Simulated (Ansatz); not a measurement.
Crystal: HfN.

```
Hf N
1.0
     0.00000    2.45482    2.45482
     2.45482    0.00000    2.45482
     2.45482    2.45482    0.00000
Hf N
1 1
Cartesian
  0.0000 0.0000 0.0000
  1.2274 1.2274 1.2274
```

The cell comes from a database or a generator and needn't be the stable form of this composition.

| Property | Result |
| --- | --- |
| Program | Ansatz 0.2.0 |
| Task | relaxation of cell and atoms |
| Functional | RPBE |
| Potentials or basis | Ansatz PAW |
| Cutoff | 420 eV (not typed: the program's choice for these potentials) |
| k mesh | 9 × 9 × 9 |
| Occupations | fermi-dirac, width 0.05 eV |
| Spin | no spin polarisation |

At the start: volume 14.79 Å³/atom.

Question: How do energy, volume and symmetry change on relaxing?

Answer: It ends after 4 steps and the volume is 15.13 Å³/atom (+2.2 %); space group F-43m (No. 216, to 0.05 Å).

The path:
```tsv
step	energy change (eV)	largest force (eV/Å)	volume (Å³)
1	0.0000	0.0000	29.59
2	-0.0061	0.0000	30.43
3	-0.0071	0.0000	30.25
4	-0.0087	0.0000	30.25
```

Final structure:
```xyz
2
Lattice="0.0000 2.4731 2.4731 2.4731 0.0000 2.4731 2.4731 2.4731 0.0000" Properties=species:S:1:pos:R:3 pbc="T T T"
Hf    0.0000    0.0000    0.0000
N     1.2365    1.2365    1.2365
```

Caveat: the plane-wave basis is chosen anew once the cell has moved, so the energies of steps on either side of that aren't comparable; the pressure holds a Pulay correction of +0.3 GPa for the finite cutoff; the PAW data sets come from PBE, with cores solved anew for the run's functional, which leaves a small shift of forces and pressure.
